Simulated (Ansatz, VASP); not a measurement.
Two plane-wave programs on TlCl

The input INCAR:

```
PREC     = Accurate       # precision mode
ENCUT    = 520            # plane-wave cutoff, eV
EDIFF    = 1E-7           # SCF threshold, eV
ISMEAR   = 0              # smearing method
SIGMA    = 0.1            # smearing width, eV
LREAL    = False          # projectors in reciprocal space
LASPH    = True           # aspherical terms in the spheres
NELM     = 100            # most SCF steps
ALGO     = Fast           # electronic algorithm
ISIF     = 2              # what is computed and relaxed
LWAVE    = False          # write WAVECAR
LCHARG   = True           # write CHGCAR
GGA      = PE             # functional
IVDW     = 12             # dispersion correction
LELF     = True           # ELF
LVHAR    = True         
NBANDS   = 17             # bands
```

KPOINTS

```
regular mesh
0
Gamma
  6 6 6
```

POSCAR

```
TlCl
1.0
    3.8340000000      0.0000000000      0.0000000000
    0.0000000000      3.8340000000      0.0000000000
    0.0000000000      0.0000000000      3.8340000000
Tl Cl
1 1
Direct
    0.0000000000      0.0000000000      0.0000000000
    0.5000000000      0.5000000000      0.5000000000
```

Input for Ansatz:

```yaml
crystal:
  lattice:
    - [3.834, 0.0, 0.0]
    - [0.0, 3.834, 0.0]
    - [0.0, 0.0, 3.834]
  atoms:
    - { symbol: Tl, position: [0.0, 0.0, 0.0] }
    - { symbol: Cl, position: [0.5, 0.5, 0.5] }
basis:
  ecutwfc: 420
kpoints:
  mp_grid: { grid: [6, 6, 6] }
hamiltonian:
  xc: pbe
  dispersion: d3bj
scf:
  occupations: { method: gaussian, width: 0.1 }
output:
  forces: true
  stress: true
  eigenvalues: true
```

Alike in both runs: task single point; functional PBE; dispersion D3(BJ); k mesh 6 × 6 × 6; occupations gaussian, width 0.1 eV; no spin polarisation.

|  | VASP | Ansatz |
| --- | --- | --- |
| version | VASP 6.6.1 | Ansatz 0.2.0 |
| potentials or method | VASP PAW PBE potentials, release 64 (Tl_d, Cl) | scalar-relativistic, plane waves, PAW |
| plane-wave cutoff (eV) | 520 | 420 |
| valence electrons in the cell | 20 | 20 |

```tsv
	VASP	Ansatz	Ansatz less VASP
gap on the k mesh at the Fermi level (eV)	2.08	2.07	-0.007
least direct gap on the mesh (eV)	2.08	2.07	-0.007
pressure (GPa)	0.4	0.5	+0.08
```

Ansatz warned: «dispersion_switch_in_reach».

Caveats: spin-orbit coupling is left out, which as a rule narrows the gap of such compounds by several tenths of an eV. A k mesh can miss the band edges. A hybrid or GW would open this gap; PBE tends to underestimate it.
